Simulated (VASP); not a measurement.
Input of a VASP 6.6.1 run:

INCAR

```
ALGO = Fast
EDIFF = 1E-7
EDIFFG = -0.005
ENCUT = 600
GGA = PE
IBRION = 2
ISIF = 3
ISMEAR = 0
IVDW = 12
LASPH = True
LCHARG = False
LREAL = False
LWAVE = False
NELM = 60
NSW = 90
PREC = Accurate
SIGMA = 0.1
```

Contents of KPOINTS:

```
k-points
0
Gamma
  18 18 8
```

File POSCAR:

```
Cd
1.0
    2.9584748200      0.0000000000      0.0000000000
   -1.4792374100      2.5621143500      0.0000000000
    0.0000000000      0.0000000000      5.8859279300
Cd
2
Direct
    0.3333333300      0.6666666700      0.2500000000
    0.6666666700      0.3333333300      0.7500000000
```

Potentials or basis: VASP PAW PBE potentials, release 64 (Cd).

Run with:

```sh
$ cat potpaw_PBE.64/Cd/POTCAR > POTCAR
$ mpirun -np 1 vasp_std > vasp.out
```

**Question.** Estimate the relaxed cell.

**Answer.** a = 3.003 Å, b = 3.003 Å, c = 5.471 Å, α = 90.00°, β = 90.00°, γ = 120.00°.

**Question.** What does it give for the dispersion energy per atom?

**Answer.** -0.448 eV.

Final structure:
```cif
data_structure
_symmetry_space_group_name_H-M 'P 1'
_symmetry_Int_Tables_number 1
_cell_length_a 3.0035
_cell_length_b 3.0035
_cell_length_c 5.4706
_cell_angle_alpha 90.000
_cell_angle_beta 90.000
_cell_angle_gamma 120.000
_cell_volume 42.74
loop_
_atom_site_label
_atom_site_type_symbol
_atom_site_fract_x
_atom_site_fract_y
_atom_site_fract_z
_atom_site_occupancy
Cd1 Cd 0.33333 0.66667 0.25000 1
Cd2 Cd 0.66667 0.33333 0.75000 1
```
